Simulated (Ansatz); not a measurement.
The following input was run with Ansatz 0.2.0.

```yaml
crystal:
  lattice:
    - [3.0096112806, 0.0, 0.0]
    - [0.0, 3.0096112806, 0.0]
    - [0.0, 0.0, 3.0096112806]
  atoms:
    - { symbol: As, position: [0.0, 0.0, 0.0] }
basis:
  ecutwfc: 420
kpoints:
  mp_grid: { grid: [14, 14, 14] }
hamiltonian:
  xc: pbesol
scf:
  occupations: { method: gaussian, width: 0.1 }
output:
  forces: true
  stress: true
  eigenvalues: true
  populations: true
```

Run as
```bash
ansatz run input.yaml --threads 1 --pin off --max-ram 1331MiB --backend cpu --events-out ev --progress --plain --runs-dir out
```

Computed with DFT PBEsol, scalar-relativistic, plane waves, PAW (Ansatz 0.2.0).

From the run's log, abridged (iterations and final results):

```
SCF iter   1: F=—  HF=-4812.480074 eV  |F-HF|=—  |Δ(HF+E_count)|=         —  Δρ=7.72e-4  dr2=1.57e-4  ethr=1.77e-3  ⟨swp⟩=5.2  Hψ=8562  notcnv=0
SCF iter   2: F=—  HF=-4812.479805 eV  |F-HF|=—  |Δ(HF+E_count)|=   2.70e-4  Δρ=5.48e-4  dr2=1.09e-4  ethr=1.05e-6  ⟨swp⟩=2.0  Hψ=3293  notcnv=0
SCF iter   3: F=—  HF=-4812.479808 eV  |F-HF|=—  |Δ(HF+E_count)|=   3.26e-6  Δρ=1.93e-4  dr2=9.59e-6  ethr=7.25e-7  ⟨swp⟩=2.0  Hψ=1616  notcnv=0
SCF iter   4: F=—  HF=-4812.479810 eV  |F-HF|=—  |Δ(HF+E_count)|=   2.08e-6  Δρ=3.85e-5  dr2=3.99e-7  ethr=6.39e-8  ⟨swp⟩=2.1  Hψ=2286  notcnv=0
SCF iter   5: F=-4812.479810 eV  HF=-4812.479810 eV  |F-HF|=9.04e-9  |Δ(HF+E_count)|=   1.24e-7  Δρ=6.73e-6  dr2=1.21e-8  ethr=2.66e-9  ⟨swp⟩=2.0  Hψ=2267  notcnv=0
SCF iter   6: F=-4812.479810 eV  HF=-4812.479810 eV  |F-HF|=1.09e-11  |Δ(HF+E_count)|=   5.62e-9  Δρ=3.22e-7  dr2=4.26e-11  ethr=8.05e-11  ⟨swp⟩=2.3  Hψ=4936  notcnv=0
SCF 1 converged in 6 iterations: F = -4812.479810 eV  dr2 = 4.26e-11
SCF converged after 6 iterations
Free energy (F): -4812.479810 eV
Harris-Foulkes:  -4812.479810 eV  (|F-HF|=1.09e-11)
Internal energy: -4812.477096 eV  (E = F + TS)
E sigma→0 (E₀):  -4812.478453 eV
Entropy (-TS):   -0.002714 eV (-2.714 meV/atom)
Fermi energy:    6.718579 eV
--- Per-component energies (eV) ---
  E_band       = -282.183074
  E_kinetic    = 98.453467
  E_local      = -1826.636450  (includes V_loc(G=0)·N_el)
  E_nonlocal   = -668.765675
  E_hartree    = 979.394649
  E_xc         = -76.526128
  E_vxc        = -76.337816  (∫ρ·V_xc dr)
  E_paw        = -1792.153292  (= ΣΔE_a)
  E_vpaw       = 232.313784  (= ΣTr[D̂ρ^β])
  E_aug_tail   = 0.000008  (compensation charges beyond the density's cutoff)
  E_ewald      = -1527.210103
  E_core_change = 0.966429  (= ΣΔE_core)
  E_smearing   = -0.002714  (= −TS)
--- Forces (eV/Å), atoms counted from 1 ---
  atom   1  As     0.00000000     0.00000000     0.00000000
--- Stress (GPa, compression-positive) ---
      -14.394834       0.000000       0.000000
        0.000000     -14.394834       0.000000
        0.000000       0.000000     -14.394834
  P = ⅓ Tr σ = -14.3948 GPa (-143.948 kbar)
--- Band table (eV; the first three rows and the last of 120) ---
  k-point 0: bands = ["-29.0217", "-29.0217", "-28.9900", "-28.9900", "-28.9900", "-5.7582", "9.8132", "9.8132", "9.8132", "14.7005", "15.0907", "15.0907"]
  k-point 1: bands = ["-29.0216", "-29.0202", "-28.9904", "-28.9904", "-28.9899", "-5.6921", "9.0416", "9.8672", "9.8672", "14.8708", "15.1590", "15.9100"]
  k-point 2: bands = ["-29.0215", "-29.0159", "-28.9915", "-28.9915", "-28.9899", "-5.4974", "7.5169", "10.0236", "10.0236", "15.1217", "15.3609", "17.8099"]
  k-point 119: bands = ["-29.0067", "-29.0067", "-29.0067", "-28.9737", "-28.9737", "-0.0036", "5.5372", "5.5372", "5.5372", "13.1459", "13.1459", "13.1459"]
--- Löwdin populations: 1 site ---
  site symbol q [e]
     0     As     14.9774
  spilling = 0.001509 (of n_electrons = 15.000000)
```

The run converged.